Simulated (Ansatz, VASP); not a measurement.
# BP in VASP and in Ansatz

```
B P
1.0
     0.00000    2.26827    2.26827
     2.26827    0.00000    2.26827
     2.26827    2.26827    0.00000
B P
1 1
Direct
  0.00000 0.00000 0.00000
  0.25000 0.25000 0.25000
```

Alike in both runs: functional r2SCAN; k mesh 10 × 10 × 10; occupations gaussian, width 0.02 eV; no spin polarisation.

Ansatz relaxed the structure, and its values are those at the end. VASP's run is a single point on that final structure, the one shown.

```csv
,VASP,Ansatz
version,VASP 6.6.1,Ansatz 0.2.0
potentials or method,"VASP PAW PBE potentials, release 64 (B, P)","scalar-relativistic, plane waves, PAW"
plane-wave cutoff (eV),520,500
valence electrons in the cell,8,8
```

|  | VASP | Ansatz | Ansatz less VASP |
| --- | --- | --- | --- |
| gap on the k mesh at the Fermi level (eV) | 1.45 | 1.41 | -0.030 |
| least direct gap on the mesh (eV) | 3.64 | 3.60 | -0.040 |
| pressure (GPa) | -0.5 | 0.0 | +0.51 |

Caveats: the PAW data sets were made with another functional, which shifts forces and pressure a little (VASP). A k mesh can miss the band edges. r2SCAN opens gaps a little over a GGA but as a rule still falls short of measured ones.
